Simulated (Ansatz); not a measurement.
**Does Al3GaAs4 in P-43m form from AlAs and GaAs?**

Plane-wave DFT in Ansatz with scalar-relativistic PAW potentials, cutoff 420 eV, Γ-centred meshes chosen by cell and gap, Gaussian smearing with energies taken to zero width. Every cell was relaxed (cell and atoms) in a run of its own, within the symmetry of its start. Functional: PBE.

The ternary relaxed to P-43m, 8 atoms in the computed cell, a = 5.733 Å; sites (symmetry × multiplicity) Al -42.m × 3, Ga -43m × 1, As .3m × 4.

Total energies hold large constants for each element; a whole number of eV per atom of each element is taken off below, which cancels in a balanced reaction.

| compound | lowest structure computed | structures tried | V (Å³/atom) | gap on mesh (eV) | E (eV per formula unit, common shift removed) |
| --- | --- | --- | --- | --- | --- |
| Al3GaAs4 | P-43m | 1 | 23.55 | 1.03 | -2.6869 |
| AlAs | F-43m | 7 | 23.49 | 1.50 | -0.6144 |
| GaAs | F-43m | 8 | 23.71 | 0.16 | -0.8596 |

Balance the reaction and work out its energy at 0 K.

The balance is 3 AlAs + GaAs → Al3GaAs4. ΔE = 0.016 eV per formula unit, 2.0 meV/atom, and the volume changes by 0.0 %. This form of the ternary lies above these binaries, so at 0 K it is at best metastable, by at least this much: a few tens of meV per atom are within reach of entropy at synthesis temperatures (k_BT is 86 meV at 1000 K), though mixing entropy favours a disordered solid solution, not this ordered cell. Against the elements it is bound by 0.45 eV/atom, many times the size of this reaction energy: the binaries together are bound more strongly still, and stability is decided by the small difference. A lower form of a binary that wasn't tried would raise the value, and a lower form of the ternary would lower it.